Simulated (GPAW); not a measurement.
# ZrC (Fm-3m) in GPAW: notebook

Runs on ZrC. Level: PBE. Tasks: single point.

Program: GPAW 26.7.0. These are calculated values, not measurements. Logs are shortened: lines on timing, memory, paths and dates and some standing lists are left out, and cuts for length are marked. The log counts tension as positive stress, the text compression.

## Step 1: The structure

It takes space group Fm-3m (No. 225, cubic). Conventional cell: a = 4.730 Å, b = 4.730 Å, c = 4.730 Å, α = 90.00°, β = 90.00°, γ = 90.00°. Zr (site symmetry m-3m) is surrounded by 6 C at 2.37 Å. C (site symmetry m-3m) has 6 Zr at 2.37 Å as nearest neighbours.

## Step 2: Single point, PBE

run.py reads:

```python
from ase.dft.bandgap import bandgap
from ase.io import read, write
from ase.units import GPa
from gpaw import GPAW, PW

atoms = read('POSCAR')

calc = GPAW(mode=PW(800),
            xc='PBE',
            kpts={'size': (10, 10, 10), 'gamma': True},
            occupations={'name': 'methfessel-paxton', 'order': 0, 'width': 0.02},
            nbands=18,
            convergence={'density': 1e-05, 'energy': 1e-05},
            maxiter=150,
            txt='gpaw.txt')
atoms.calc = calc
energy = atoms.get_potential_energy()
forces = atoms.get_forces()
stress = atoms.get_stress()
calc.write('gs.gpw')
write('result.traj', atoms)
print(f'Energy: {energy:.6f} eV')
print('Forces (eV/A):')
print(forces.round(4))
print('Stress (GPa):', (stress / GPa).round(3))
print('Fermi level:', round(calc.get_fermi_level(), 4), 'eV')
print(f'Gap: {bandgap(calc)[0]:.4f} eV, direct: {bandgap(calc, direct=True)[0]:.4f} eV')
```

POSCAR reads:

```
ZrC
1.0
    0.0000000000      2.3650000000      2.3650000000
    2.3650000000      0.0000000000      2.3650000000
    2.3650000000      2.3650000000      0.0000000000
Zr C
1 1
Direct
    0.5000000000      0.5000000000      0.5000000000
    0.0000000000      0.0000000000      0.0000000000
```

Potentials or basis: GPAW PAW data sets (gpaw-data 1.2.1), pw.

The run is started by

```bash
OMP_NUM_THREADS=1 python run.py
```

gpaw.txt:

```text
__  _  _
 | _ |_)|_||  |
 |__||  | ||/\| - 26.7.0

Input parameters:
  mode=PW(ecut=800.0),
  convergence={'density': 1e-05, 'energy': 1e-05},
  kpts=MonkhorstPack(size=(10, 10, 10), gamma=True),
  maxiter=150,
  nbands=18,
  occupations=Occupations(name='methfessel-paxton', order=0, width=0.02),
  xc=XC(name='PBE')

Diagonalizing LCAO Hamiltonian
Converting LCAO to pw mode

               Zr

       C

Atoms  # Å, Bohr magnetons
|   | symbol |        x |        y |        z |    initial magnetic moments |
|---|--------|----------|----------|----------|-----------------------------|
| 0 |     Zr | 2.365000 | 2.365000 | 2.365000 | ( 0.0000,  0.0000,  0.0000) |
| 1 |      C | 0.000000 | 0.000000 | 0.000000 | ( 0.0000,  0.0000,  0.0000) |

Unit cell  # Å
| periodic |        x |        y |        z |  lengths |    angles |
|----------|----------|----------|----------|----------|-----------|
|      yes | 0.000000 | 2.365000 | 2.365000 | 3.344615 | 60.000000 |
|      yes | 2.365000 | 0.000000 | 2.365000 | 3.344615 | 60.000000 |
|      yes | 2.365000 | 2.365000 | 0.000000 | 3.344615 | 60.000000 |

Number of symmetries: 48
Symmetry operations  # r_c * U_cc + t_c -> r_c
|    | kind |            matrix            |
|----|------|------------------------------|
|  0 |  σ   |  1, 0, 0,  1, 0,-1,  1,-1, 0 |
|  1 |  C2  |  1, 0, 0,  1,-1, 0,  1, 0,-1 |
|  2 |  E   |  1, 0, 0,  0, 1, 0,  0, 0, 1 |
|  3 |  σ   |  1, 0, 0,  0, 0, 1,  0, 1, 0 |
|  4 |  C4  |  1, 0,-1,  1, 0, 0,  1,-1, 0 |
|  5 |  S6  |  1, 0,-1,  1,-1, 0,  1, 0, 0 |
|  6 |  σ   |  1, 0,-1,  0, 1,-1,  0, 0,-1 |
|  7 |  C3  |  1, 0,-1,  0, 0,-1,  0, 1,-1 |
|  8 |  S6  |  1,-1, 0,  1, 0, 0,  1, 0,-1 |
|  9 |  C4  |  1,-1, 0,  1, 0,-1,  1, 0, 0 |
| 10 |  C3  |  1,-1, 0,  0,-1, 1,  0,-1, 0 |
| 11 |  σ   |  1,-1, 0,  0,-1, 0,  0,-1, 1 |
| 12 |  σ   |  0, 1, 0,  1, 0, 0,  0, 0, 1 |
| 13 |  C4  |  0, 1, 0,  0, 1,-1, -1, 1, 0 |
| 14 |  C3  |  0, 1, 0,  0, 0, 1,  1, 0, 0 |
| 15 |  S6  |  0, 1, 0, -1, 1, 0,  0, 1,-1 |
| 16 |  C2  |  0, 1,-1,  1, 0,-1,  0, 0,-1 |
| 17 |  σ   |  0, 1,-1,  0, 1, 0, -1, 1, 0 |
| 18 |  S4  |  0, 1,-1,  0, 0,-1,  1, 0,-1 |
| 19 |  C4  |  0, 1,-1, -1, 1, 0,  0, 1, 0 |
| 20 |  C3  |  0, 0, 1,  1, 0, 0,  0, 1, 0 |
| 21 |  σ   |  0, 0, 1,  0, 1, 0,  1, 0, 0 |
| 22 |  S6  |  0, 0, 1,  0,-1, 1, -1, 0, 1 |
| 23 |  C4  |  0, 0, 1, -1, 0, 1,  0,-1, 1 |
| 24 |  S4  |  0, 0,-1,  1, 0,-1,  0, 1,-1 |
| 25 |  C3  |  0, 0,-1,  0, 1,-1,  1, 0,-1 |
| 26 |  C2  |  0, 0,-1,  0,-1, 0, -1, 0, 0 |
| 27 |  S6  |  0, 0,-1, -1, 0, 0,  0,-1, 0 |
| 28 |  S4  |  0,-1, 1,  1,-1, 0,  0,-1, 0 |
| 29 |  C4  |  0,-1, 1,  0, 0, 1, -1, 0, 1 |
| 30 |  C2  |  0,-1, 1,  0,-1, 0,  1,-1, 0 |
| 31 |  σ   |  0,-1, 1, -1, 0, 1,  0, 0, 1 |
| 32 |  C3  |  0,-1, 0,  1,-1, 0,  0,-1, 1 |
| 33 |  S6  |  0,-1, 0,  0, 0,-1, -1, 0, 0 |
| 34 |  S4  |  0,-1, 0,  0,-1, 1,  1,-1, 0 |
| 35 |  C2  |  0,-1, 0, -1, 0, 0,  0, 0,-1 |
| 36 |  C2  | -1, 1, 0,  0, 1, 0,  0, 1,-1 |
| 37 |  S6  | -1, 1, 0,  0, 1,-1,  0, 1, 0 |
| 38 |  S4  | -1, 1, 0, -1, 0, 1, -1, 0, 0 |
| 39 |  C3  | -1, 1, 0, -1, 0, 0, -1, 0, 1 |
| 40 |  S6  | -1, 0, 1,  0, 0, 1,  0,-1, 1 |
| 41 |  C2  | -1, 0, 1,  0,-1, 1,  0, 0, 1 |
| 42 |  C3  | -1, 0, 1, -1, 1, 0, -1, 0, 0 |
| 43 |  S4  | -1, 0, 1, -1, 0, 0, -1, 1, 0 |
| 44 |  C2  | -1, 0, 0,  0, 0,-1,  0,-1, 0 |
| 45 |  i   | -1, 0, 0,  0,-1, 0,  0, 0,-1 |
| 46 |  σ   | -1, 0, 0, -1, 1, 0, -1, 0, 1 |
| 47 |  C2  | -1, 0, 0, -1, 0, 1, -1, 1, 0 |

BZ-sampling:
  Number of BZ points: 1000
  Number of IBZ points: 47

  Monkhorst-Pack size: [10, 10, 10]
  Monkhorst-Pack shift: [0.05, 0.05, 0.05]

K-points  # in reciprocal-cell coordinates
|     |                                coordinates |     weight |
|-----|--------------------------------------------|------------|
|   0 | (  0.00000000,   0.00000000,   0.00000000) | 0.00100000 |
|   1 | (  0.10000000,   0.10000000,   0.00000000) | 0.00600000 |
|   2 | (  0.10000000,   0.10000000,   0.10000000) | 0.00800000 |
|   3 | (  0.20000000,   0.10000000,   0.10000000) | 0.01200000 |
|   4 | (  0.20000000,   0.20000000,   0.00000000) | 0.00600000 |
|   5 | (  0.20000000,   0.20000000,   0.10000000) | 0.02400000 |
|   6 | (  0.20000000,   0.20000000,   0.20000000) | 0.00800000 |
|   7 | (  0.30000000,   0.20000000,   0.10000000) | 0.02400000 |
|   8 | (  0.30000000,   0.20000000,   0.20000000) | 0.02400000 |
|   9 | (  0.30000000,   0.30000000,   0.00000000) | 0.00600000 |
| ... |                                            |            |
|  46 | (  0.50000000,   0.50000000,   0.50000000) | 0.00400000 |

Plane wave coefficients: 1380
Cutoff: 800.0 eV

Spin-components: 1 (collinear spins)
Bands:           18
Projectors:      11
Spin-degeneracy: 2
Datatype:        complex128

Parallelization:
  kpt:    1
  domain: 1
  band:   1

Density:
  Valence electrons: 16.0
  Components: 1
  Grid points: [24 24 24]
  Charge: 0.0  # |e|

Potential:
  Grid points: [24 24 24]

species:
  Zr:
    name:    Zirconium
    Z:       40.0
    valence: 12
    core:    28
    charge:  0.0  # [|e|]
    compensation charges:
      type: gauss
      rc: 0.40  # [Å]
      lmax: 2
    cutoffs:
      filter: 2.39  # [Å]
      core: 1.59  # [Å]
    projectors
    | kind |    occ | energy [eV] | rcut [Å] |
    |------|--------|-------------|----------|
    |   4s |  2.000 |     -54.478 |    1.323 |
    |   5s |  2.000 |      -4.438 |    1.323 |
    |   4p |  6.000 |     -32.467 |    1.334 |
    |   5p |  0.000 |      -1.470 |    1.334 |
    |   4d |  2.000 |      -3.600 |    1.244 |
    |    d |        |      23.611 |    1.244 |

    Using partial waves for Zr as LCAO basis

  C:
    name:    Carbon
    Z:       6.0
    valence: 4
    core:    2
    charge:  0.0  # [|e|]
    compensation charges:
      type: gauss
      rc: 0.20  # [Å]
      lmax: 2
    cutoffs:
      filter: 1.14  # [Å]
      core: 1.14  # [Å]
    projectors
    | kind |    occ | energy [eV] | rcut [Å] |
    |------|--------|-------------|----------|
    |   2s |  2.000 |     -13.751 |    0.635 |
    |   2p |  2.000 |      -5.284 |    0.635 |
    |    s |        |      13.461 |    0.635 |
    |    p |        |      21.927 |    0.635 |
    |    d |        |       0.000 |    0.635 |

    Using partial waves for C as LCAO basis

Reference energy: -98921.199351  # eV

eigensolver:
  PPCG
  Converge bands: occupied
  niter=2

density mixing:
  MSR1-Mixer
  Pratt-step length: 0.05
  Maximum mixing coefficient: 0.75
  Old densities: 10
  SVD Regularization: 0.005
  Good broyden scale: 1.0
  Trust region scale: 1.0
  Backstep threshold: 4.0
  History deletion threshold: 6.0
  Fourier metric: weight=20.0, sigma=0.015

occupation numbers:
  Methfessel-Paxton:
    width: 0.0200  # eV
    order: 0

poisson solver:
  ecut: 6400.0  # eV

xc functional:
  name: PBE with 2 nearest neighbor stencil

convergence criteria:
- Maximum integral of absolute [dens]ity change: 1e-05 electrons / valence electron
- Maximum [total energy] change in last 3 cyles: 1e-05 eV / valence electron
- Maximum integral of absolute [eigenst]ate change: 4e-08 eV^2 / valence electron
maximum number of iterations: 150

SCF iterations
|iter     | |      energy | eigst |  dens |
|---------|-|-------------|-------|-------|
|iter:   1| |  -20.219019 | -0.08 |       |
|iter:   2| |  -19.605946 | -1.76 | -0.80 |
|iter:   3| |  -18.380608 | -1.14 | -0.88 |
|iter:   4| |  -18.387327 | -3.07 | -1.60 |
|iter:   5| |  -18.393998 | -3.05 | -1.79 |
|iter:   6| |  -18.393914 | -4.86 | -3.00 |
|iter:   7| |  -18.393914c| -6.29 | -3.66 |
|iter:   8| |  -18.393915c| -7.20 | -4.06 |
|iter:   9| |  -18.393915c| -8.39c| -5.30c|

Converged in 9 steps
Energy contributions relative to reference atoms: (reference = -98921.199351)

Energy contributions:
  Kinetic:          11.117093
  Coulomb:         -13.647511
  Zero:              0.352232
  External:          0.000000
  Xc:              -16.215729
  Entropy:          -0.000000
  Spinorbit:         0.000000
  ----------------------------
  Free energy:     -18.393915
  Extrapolated:    -18.393915

dipole moment: (-9.411351, -9.411351, -9.411351)  # |e|*Ang

Fermi level: 10.223
Eigenvalues  # (at kpt = [0.000, 0.000, 0.000])
| band index |      eig [eV] | occ [0-2] |
|------------|---------------|-----------|
|          0 |       -37.948 |     2.000 |
|          1 |       -15.681 |     2.000 |
|          2 |       -15.681 |     2.000 |
|          3 |       -15.681 |     2.000 |
|          4 |        -1.012 |     2.000 |
|          5 |        11.161 |     0.000 |
|          6 |        11.161 |     0.000 |
|          7 |        11.161 |     0.000 |
|          8 |        11.320 |     0.000 |
|          9 |        11.320 |     0.000 |
|         10 |        11.320 |     0.000 |
|         11 |        12.991 |     0.000 |
|         12 |        12.991 |     0.000 |
|        ... |               |           |
|         17 |        32.262 |     0.000 |

No gap
No difference between direct/indirect transitions

Forces  # eV/Ang
|       x |        y |       z |
|---------|----------|---------|
| 0.00000 | -0.00000 | 0.00000 |  # Zr   0
| 0.00000 |  0.00000 | 0.00000 |  # C    1

Stress tensor  # eV/Ang^3
|        x |        y |        z |
|----------|----------|----------|
| 0.024216 | 0.000000 | 0.000000 |
| 0.000000 | 0.024216 | 0.000000 |
| 0.000000 | 0.000000 | 0.024216 |

# Writing to gs.gpw (mode='')
```

Run time: 27 s. Hardware: 1 thread of Arm Neoverse V1, shared host; peak memory 0.17 GiB.

Results:

| Quantity | Value |
| --- | --- |
| Free energy | -18.3939 eV |
| Pressure | -3.9 GPa |
| Band gap on the k mesh | none (metal or under the smearing width) |

Levels at points of the mesh, in eV from the Fermi level:
```csv
k point,band 6,band 7,band 8,band 9,band 10,band 11
"(0.00, 0.00, 0.00)",0.94,0.94,0.94,1.10,1.10,1.10
"(0.50, 0.50, 0.00)",-2.08,-1.68,0.05,0.05,4.36,5.53
"(0.50, 0.50, 0.50)",-5.20,-2.85,-2.85,4.40,4.40,5.22
```

## Step 3: Single point, PBE

run.py: that of step 2 with these lines changed.

```diff
@@ -1,3 +1,4 @@
+from ase import Atoms
 from ase.dft.bandgap import bandgap
-from ase.io import read, write
+from ase.io import write
 from ase.units import GPa
@@ -5,3 +6,9 @@
 
-atoms = read('POSCAR')
+atoms = Atoms(['Zr', 'C'],
+              cell=[[0.0, 2.365, 2.365],
+                    [2.365, 0.0, 2.365],
+                    [2.365, 2.365, 0.0]],
+              scaled_positions=[[0.5, 0.5, 0.5],
+                                [0.0, 0.0, 0.0]],
+              pbc=True)
 
@@ -10,3 +17,3 @@
             kpts={'size': (10, 10, 10), 'gamma': True},
-            occupations={'name': 'methfessel-paxton', 'order': 0, 'width': 0.02},
+            occupations={'name': 'methfessel-paxton', 'order': 0, 'width': 0.020999999999999998},
             nbands=18,
```

Potentials or basis: GPAW PAW data sets (gpaw-data 1.2.1), pw.

The run is started by

```bash
OMP_NUM_THREADS=1 python run.py
```

Run time: 27 s. Hardware: 1 thread of Arm Neoverse V1, shared host; peak memory 0.17 GiB.

Results (log left out):

```
Free energy            : -18.3939 eV
Pressure               : -3.9 GPa
Band gap on the k mesh : none (metal or under the smearing width)
```

Levels at points of the mesh, in eV from the Fermi level:
```tsv
k point	band 5	band 6	band 7	band 8	band 9	band 10	band 11	band 12
(0.00, 0.00, 0.00)	-11.23	0.94	0.94	0.94	1.10	1.10	1.10	2.77
(0.50, 0.50, 0.00)	-10.04	-2.08	-1.68	0.05	0.05	4.36	5.53	5.53
(0.50, 0.50, 0.50)	-8.26	-5.20	-2.85	-2.85	4.40	4.40	5.22	6.46
```

## Step 4: Single point, PBE

run.py reads:

```python
from ase.dft.bandgap import bandgap
from ase.io import read, write
from ase.units import Bohr, GPa
from gpaw import GPAW, PW
from gpaw.elf import elf_from_dft_calculation

atoms = read('ZrC.xyz')

calc = GPAW(mode=PW(800),
            xc='PBE',
            kpts={'size': (10, 10, 10), 'gamma': True},
            occupations={'name': 'methfessel-paxton', 'order': 0, 'width': 0.022},
            nbands=18,
            convergence={'density': 1e-05, 'energy': 1e-05},
            maxiter=150,
            txt='gpaw.txt')
atoms.calc = calc
energy = atoms.get_potential_energy()
forces = atoms.get_forces()
stress = atoms.get_stress()
calc.write('gs.gpw')
write('result.traj', atoms)
print(f'Energy: {energy:.6f} eV')
print('Forces (eV/A):')
print(forces.round(4))
print('Stress (GPa):', (stress / GPa).round(3))
print('Fermi level:', round(calc.get_fermi_level(), 4), 'eV')
print(f'Gap: {bandgap(calc)[0]:.4f} eV, direct: {bandgap(calc, direct=True)[0]:.4f} eV')

# fields on the real-space grid
write('density.cube', atoms, data=calc.get_pseudo_density() * Bohr**3)
write('potential.cube', atoms, data=calc.get_electrostatic_potential())
write('elf.cube', atoms, data=elf_from_dft_calculation(calc).data)
```

ZrC.xyz reads:

```xyz
2
Lattice="0.0000000000 2.3650000000 2.3650000000 2.3650000000 0.0000000000 2.3650000000 2.3650000000 2.3650000000 0.0000000000" Properties=species:S:1:pos:R:3 pbc="T T T"
Zr     2.3650000000      2.3650000000      2.3650000000
C      0.0000000000      0.0000000000      0.0000000000
```

The run is started by

```bash
OMP_NUM_THREADS=1 python run.py
```

Wall time 27 s (1 thread of Arm Neoverse V1, shared host); peak memory 0.17 GiB.

Results (log left out):

| Quantity | Value |
| --- | --- |
| Free energy | -18.3939 eV |
| Pressure | -3.9 GPa |
| Band gap on the k mesh | none (metal or under the smearing width) |

Levels at points of the mesh, in eV from the Fermi level:
| k point | band 4 | band 5 | band 6 | band 7 | band 8 | band 9 | band 10 | band 11 | band 12 | band 13 |
| --- | --- | --- | --- | --- | --- | --- | --- | --- | --- | --- |
| (0.00, 0.00, 0.00) | -25.90 | -11.23 | 0.94 | 0.94 | 0.94 | 1.10 | 1.10 | 1.10 | 2.77 | 2.77 |
| (0.50, 0.50, 0.00) | -26.17 | -10.04 | -2.08 | -1.68 | 0.05 | 0.05 | 4.36 | 5.53 | 5.53 | 7.76 |
| (0.50, 0.50, 0.50) | -25.98 | -8.26 | -5.20 | -2.85 | -2.85 | 4.40 | 4.40 | 5.22 | 6.46 | 9.92 |

## Step 5: Overview

```tsv
smearing	gap on the mesh (eV)	pressure (GPa)
gaussian 0.02 eV	none	-3.9
gaussian 0.021 eV	none	-3.9
gaussian 0.022 eV	none	-3.9
```

Alike in all rows: task single point; level PBE; potentials or basis GPAW PAW data sets (gpaw-data 1.2.1), pw; no spin polarisation; cell as given; k mesh 10 × 10 × 10; cutoff (eV) 800.

Every run on the cell as given and a fine mesh finds a metal.

Absolute energies hang on the potentials; compare differences alone.
